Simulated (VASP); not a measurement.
# I (Fmmm) in VASP: single point with LDA

Aim: the single point of I with LDA.

Everything below comes from runs of VASP 6.6.1. Logs are shortened: lines on timing, memory, paths and dates and some standing lists are left out, and cuts for length are marked.

## Step 1: The structure

Symmetry: Fmmm, No. 69, orthorhombic system. The conventional cell has a = 4.384 Å, b = 4.731 Å, c = 7.820 Å, α = 90.00°, β = 90.00°, γ = 90.00°. I (site symmetry mmm) has 4 I at 3.23 Å as nearest neighbours.

## Step 2: Single point, LDA

File INCAR:

```
SYSTEM = I
PREC     = Accurate       ! precision mode
ENCUT    = 520            ! plane-wave cutoff, eV
EDIFF    = 1E-6           ! SCF threshold, eV
ISMEAR   = 0              ! smearing method
SIGMA    = 0.1            ! smearing width, eV
LREAL    = .FALSE.        ! projectors in reciprocal space
LASPH    = .TRUE.         ! aspherical terms in the spheres
NELM     = 60             ! most SCF steps
ALGO     = Normal         ! electronic algorithm
ISIF     = 2              ! what is computed and relaxed
LWAVE    = .FALSE.        ! write WAVECAR
LCHARG   = .FALSE.        ! write CHGCAR
GGA      = CA             ! functional
NBANDS   = 10             ! bands
```

File KPOINTS:

```
regular mesh
0
G
  6 6 6
  0 0 0
```

File POSCAR:

```
I
1.0
    0.0000000000      2.3656004428      3.9098401324
    2.1922454667      0.0000000000      3.9098401324
    2.1922454667      2.3656004428      0.0000000000
I
1
Direct
    0.0000000000      0.0000000000      0.0000000000
```

Potentials or basis: VASP PAW LDA potentials, release 64 (I).

The run is started by

```sh
> cat potpaw_LDA.64/I/POTCAR > POTCAR
> mpirun -np 1 vasp_std > vasp.out
```

OUTCAR:

```text
SYSTEM = I
   PREC = Accurate
   ENCUT = 520
   EDIFF = 1E-6
   ISMEAR = 0
   LREAL = .FALSE.
   LASPH = .TRUE.
   NELM = 60
   ISIF = 2
   GGA = CA

 ion  position               nearest neighbor table
   1  0.000  0.000  0.000-

  LATTYP: Found a face centered orthorhombic cell.
 ALAT       =     4.3844909334
 B/A-ratio  =     1.0790764441
 C/A-ratio  =     1.7834864717

  Lattice vectors:

 A1 = (   0.0000000000,   2.3656004428,   3.9098401324)
 A2 = (   2.1922454667,   0.0000000000,   3.9098401324)
 A3 = (   2.1922454667,   2.3656004428,   0.0000000000)

Analysis of symmetry for initial positions (statically):
=====================================================================
 Subroutine PRICEL returns:
 Original cell was already a primitive cell.

 Routine SETGRP: Setting up the symmetry group for a
 face centered orthorhombic supercell.

 Subroutine GETGRP returns: Found  8 space group operations
 (whereof  8 operations were pure point group operations)
 out of a pool of  8 trial point group operations.

The static configuration has the point symmetry D_2h.

Analysis of symmetry for dynamics (positions and initial velocities):
=====================================================================
 Subroutine PRICEL returns:
 Original cell was already a primitive cell.

 Routine SETGRP: Setting up the symmetry group for a
 face centered orthorhombic supercell.

 Subroutine GETGRP returns: Found  8 space group operations
 (whereof  8 operations were pure point group operations)
 out of a pool of  8 trial point group operations.

The dynamic configuration has the point symmetry D_2h.

 Subroutine INISYM returns: Found  8 space group operations
 (whereof  8 operations are pure point group operations),
 and found     1 'primitive' translations

----------------------------------------------------------------------------------------

                                     Primitive cell

  volume of cell :      40.5527

  direct lattice vectors                    reciprocal lattice vectors
     0.000000000  2.365600443  3.909840132    -0.228076649  0.211362828  0.127882467
     2.192245467  0.000000000  3.909840132     0.228076649 -0.211362828  0.127882467
     2.192245467  2.365600443  0.000000000     0.228076649  0.211362828 -0.127882467

  length of vectors
     4.569782852  4.482498193  3.225214046     0.336224818  0.336224818  0.336224818

  position of ions in fractional coordinates (direct lattice)
     0.000000000  0.000000000  0.000000000

  ion indices of the primitive-cell ions
   primitive index   ion index
                 1           1

----------------------------------------------------------------------------------------

 KPOINTS: regular mesh

Automatic generation of k-mesh.
 Grid dimensions read from file:
 generate k-points for:    6    6    6

 Generating k-lattice:

  Cartesian coordinates                     Fractional coordinates (reciprocal lattice)
    -0.038012775  0.035227138  0.021313744     0.166666667  0.000000000  0.000000000
     0.038012775 -0.035227138  0.021313744     0.000000000  0.166666667  0.000000000
     0.038012775  0.035227138 -0.021313744     0.000000000  0.000000000  0.166666667

  Length of vectors
     0.056037470  0.056037470  0.056037470

  Shift w.r.t. Gamma in fractional coordinates (k-lattice)
     0.000000000  0.000000000  0.000000000

 Subroutine IBZKPT returns following result:
 ===========================================

 Found     46 irreducible k-points:

 Following reciprocal coordinates:
            Coordinates               Weight
  0.000000  0.000000  0.000000      1.000000
  0.166667 -0.000000  0.000000      8.000000
  0.333333 -0.000000 -0.000000      8.000000
  0.500000 -0.000000 -0.000000      4.000000
  0.166667  0.166667  0.000000      2.000000
  0.333333  0.166667 -0.000000      8.000000
[... 16 lines left out ...]
 -0.166667  0.166667  0.166667      8.000000
  0.500000  0.333333  0.166667      4.000000
 [... further k-points ...]
   k-points           NKPTS =     46   k-points in BZ     NKDIM =     46   number of bands    NBANDS=     10
   number of dos      NEDOS =    301   number of ions     NIONS =      1
   total plane-waves  NPLWV =  31104
   dimension x,y,z NGX =    36 NGY =   36 NGZ =   24
   dimension x,y,z NGXF=    72 NGYF=   72 NGZF=   48
   ions per type =               1
   NGX,Y,Z   is equivalent  to a cutoff of  13.10, 13.35, 12.37 a.u.
   NGXF,Y,Z  is equivalent  to a cutoff of  26.19, 26.70, 24.74 a.u.
 SYSTEM =  I
   PREC   = accura    normal or accurate (medium, high low for compatibility)
   ISTART =      0    job   : 0-new  1-cont  2-samecut
   ICHARG =      2    charge: 1-file 2-atom 10-const
   ISPIN  =      1    spin polarized calculation?
   LNONCOLLINEAR =      F non collinear calculations
   LSORBIT =      F    spin-orbit coupling
   LASPH  =      T    aspherical Exc in radial PAW
   ENCUT  =  520.0 eV  38.22 Ry    6.18 a.u.   8.50  8.33  6.00*2*pi/ulx,y,z
   NELM   =     60;   NELMIN=  2; NELMDL= -5     # of ELM steps
   EDIFF  = 0.1E-05   stopping-criterion for ELM
   LREAL  =      F    real-space projection
[... 7 lines left out ...]
   TEBEG  =    0.0;   TEEND  =   0.0 temperature during run
   PSTRESS=    0.0 pullay stress
   NELECT =       7.0000    total number of electrons
   NUPDOWN=      -1.0000    fix difference up-down
   EMIN   =  10.00;   EMAX   =-10.00  energy-range for DOS
   EFERMI =   0.00;   METHOD = LEGACY
   ISMEAR =     0;   SIGMA  =   0.10  broadening in eV -4-tet -1-fermi 0-gaus
   EFERMI_NEDOS =   21; number of points for ismear=-14 and -15
   IALGO  =     38    algorithm
   IMIX   =      4    mixing-type and parameters
     AMIX     =   0.40;   BMIX     =  1.00
     AMIX_MAG =   1.60;   BMIX_MAG =  1.00
  volume/ion in A,a.u.               =      40.55       273.66
  Fermi-wavevector in a.u.,A,eV,Ry     =   0.911523  1.722529 11.304731  0.830874
  Thomas-Fermi vector in A             =   2.035812
   LORBIT       =      0    0 simple, 1 ext, 2 COOP (PROOUT), +10 PAW based schemes
   GGA     = CA    functional components
   LHFCALC =     F    Hartree Fock is set to
   AEXX    =    0.0000 exact exchange contribution
   IVDW    =     0    specifies the selected vdW correction
   LEPSILON=     F    determine dielectric tensor
   LRPA    =     F    only Hartree local field effects (RPA)
 non-spin polarized calculation
 Gauss-broadening in eV      SIGMA  =   0.10
  energy-cutoff  :      520.00
  volume of cell :       40.55
 maximum number of plane-waves:      1109
 NGX is ok and might be reduce to    36
   NGX = 17   NGY = 17   NGZ = 11

 number of electron       7.0000000 magnetization

 Free energy of the ion-electron system (eV)
  ---------------------------------------------------
  ext. energy  EPLUGINS =         0.00000000
  ---------------------------------------------------
  free energy    TOTEN  =        -1.86562063 eV

  energy without entropy =       -1.85925522  energy(sigma->0) =       -1.86243793

 E-fermi :   2.9798     XC(G=0):  -8.6052

 val. band max:        2.9334778164   @ k =  -0.3333   0.3333   0.1667
 cond. band min:       2.9875806501   @ k =   0.5000   0.1667   0.1667
 fundamental gap:      0.0541028336
 Fermi energy:         2.9798286769

 k-point     1 :       0.0000    0.0000    0.0000
  band No.  band energies     occupation
      1     -10.5990      2.00000
      2       1.4080      2.00000
      3       4.0632      0.00000
      4       4.3521      0.00000
      5       7.5786      0.00000
      6      10.8364      0.00000
      7      11.4352      0.00000
      8      15.3793      0.00000
      9      15.5290      0.00000
     10      15.6905      0.00000

 k-point     2 :       0.1667   -0.0000    0.0000
  band No.  band energies     occupation
      1     -10.3100      2.00000
      2       1.3804      2.00000
      3       2.1406      2.00000
      4       4.3895      0.00000
      5       8.3357      0.00000
      6      11.3441      0.00000
      7      12.0699      0.00000
      8      13.8194      0.00000
      9      15.8509      0.00000
     10      16.6144      0.00000

 k-point     3 :       0.3333   -0.0000   -0.0000
  band No.  band energies     occupation
      1      -9.6032      2.00000
      2      -0.7023      2.00000
      3       1.5240      2.00000
      4       4.7778      0.00000
      5       8.6100      0.00000
      6      11.4609      0.00000
      7      12.0312      0.00000
      8      15.3405      0.00000
      9      16.8243      0.00000
     10      17.4203      0.00000

 k-point     4 :       0.5000   -0.0000   -0.0000
  band No.  band energies     occupation
      1      -9.1432      2.00000
      2      -1.9183      2.00000
      3       1.6049      2.00000
      4       5.0001      0.00000
      5       7.9181      0.00000
      6      12.4196      0.00000
      7      13.6976      0.00000
      8      15.1836      0.00000
      9      15.6031      0.00000
     10      15.7182      0.00000
[... 222 lines left out ...]
 k-point    22 :      -0.3333    0.1667    0.1667
  band No.  band energies     occupation
      1      -8.8766      2.00000
      2      -1.6468      2.00000
      3       1.7752      2.00000
      4       3.1323      0.03102
      5       8.4916      0.00000
      6      11.1093      0.00000
      7      13.0402      0.00000
      8      14.9812      0.00000
      9      15.4188      0.00000
     10      16.7597      0.00000

 k-point    23 :      -0.1667    0.1667    0.1667
  band No.  band energies     occupation
      1      -9.3287      2.00000
      2      -0.4934      2.00000
      3       1.9679      2.00000
      4       2.7149      1.99982
      5       9.0744      0.00000
      6      10.4738      0.00000
      7      12.6953      0.00000
      8      13.3896      0.00000
      9      15.3618      0.00000
     10      19.1192      0.00000

 k-point    24 :       0.5000    0.3333    0.1667
  band No.  band energies     occupation
      1      -9.9097      2.00000
      2       0.1946      2.00000
      3       2.2544      2.00000
      4       2.4695      2.00000
      5      11.2007      0.00000
      6      12.6599      0.00000
      7      13.1764      0.00000
      8      14.6278      0.00000
      9      14.9716      0.00000
     10      16.0609      0.00000

 [... further k-points ...]

------------------------ aborting loop because EDIFF is reached ----------------------------------------

  FORCE on cell =-STRESS in cart. coord.  units (eV):
  Direction    XX          YY          ZZ          XY          YZ          ZX
  --------------------------------------------------------------------------------------
  -------------------------------------------------------------------------------------
  Total       -0.6506358     -0.7312385     -0.2578978     -0.0000000      0.0000000      0.0000000
  in kB      -25.7056705    -28.8901665    -10.1891660     -0.0000000      0.0000000      0.0000000
  external PRESSURE =     -21.5950010 kB  Pullay stress =       0.0000000 kB

 VOLUME and BASIS-vectors are now :
 -----------------------------------------------------------------------------
  energy-cutoff  :      520.00
  volume of cell :       40.55
      direct lattice vectors                 reciprocal lattice vectors
     0.000000000  2.365600443  3.909840132    -0.228076649  0.211362828  0.127882467
     2.192245467  0.000000000  3.909840132     0.228076649 -0.211362828  0.127882467
     2.192245467  2.365600443  0.000000000     0.228076649  0.211362828 -0.127882467

 POSITION                                       TOTAL-FORCE (eV/Angst)
 -----------------------------------------------------------------------------------
      0.00000      0.00000      0.00000         0.000000      0.000000      0.000000
 -----------------------------------------------------------------------------------
    total drift:                                0.000000      0.000000     -0.000000

  FREE ENERGIE OF THE ION-ELECTRON SYSTEM (eV)
  ---------------------------------------------------
  free  energy   TOTEN  =        -1.8656206331 eV

  energy  without entropy=       -1.8592552175  energy(sigma->0) =       -1.86243793
```

It took 33 s on 1 thread of AMD EPYC, shared host; peak memory 0.13 GiB.

What came out:

```
Free energy            : -1.8656 eV
Pressure               : -2.2 GPa
Band gap on the k mesh : none (metal or under the smearing width)
```

Levels at points of the mesh, in eV from the Fermi level:
```
           k point  band 1  band 2  band 3  band 4  band 5  band 6  band 7  band 8
(0.00, 0.00, 0.00)  -13.58   -1.57    1.08    1.37    4.60    7.86    8.46   12.40
(0.50, 0.00, 0.00)  -12.12   -4.90   -1.37    2.02    4.94    9.44   10.72   12.20
(0.50, 0.50, 0.00)  -13.33   -3.77    0.86    1.17    7.31    7.50   10.77   14.89
(0.50, 0.00, 0.50)  -10.83   -4.07   -3.15   -0.11    4.18    6.82    9.92   10.58
(0.00, 0.50, 0.50)  -10.79   -3.75   -3.45   -0.41    4.12    5.95   10.68   10.80
```

Caveat: an odd number of electrons without spin polarisation forces a metal; a magnetic or distorted state may lie lower.
